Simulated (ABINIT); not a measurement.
A run of ABINIT 10.8.3 (patched build):

File run.abi:

```
# Pseudopotentials
pp_dirpath "./"
pseudos "Cd.GGA_PBE-JTH.xml, S.GGA_PBE-JTH.xml"

# Structure
acell 3*1.0
rprim
     0.0000000000     5.5113862425     5.5113862425
     5.5113862425     0.0000000000     5.5113862425
     5.5113862425     5.5113862425     0.0000000000
ntypat 2
znucl 48 16
natom 2
typat 1 2
xred
     0.0000000000     0.0000000000     0.0000000000
     0.7500000000     0.7500000000     0.7500000000

# Plane-wave basis
ecut 20.0
pawecutdg 40.0

# k points
kptopt 1
ngkpt 5 5 5
nshiftk 1
shiftk 0.0 0.0 0.0

# Exchange and correlation
ixc -116133

# Bands and occupations
nband 13
occopt 3
tsmear 0.05 eV

# SCF cycle
nstep 100
tolvrs 1.0e-9

# Output
iomode 3
prtwf 0
prtden 0
prteig 0
prtebands 0
enunit 1
prtvol 2
```

Potentials or basis: JTH PAW PBE v2.0.

Command:

```console
$ abinit run.abi > log 2>&1
```

Hardware: 1 thread of Arm Neoverse V2, on a shared host.

Task: How long does it take, and how much memory?

Result: Run time: 20 s on 1 thread of Arm Neoverse V2 (shared host), peak memory 0.11 GiB. Counts: scf iterations 22, mpi ranks 1, k points 10, bands 13, plane waves 1440.
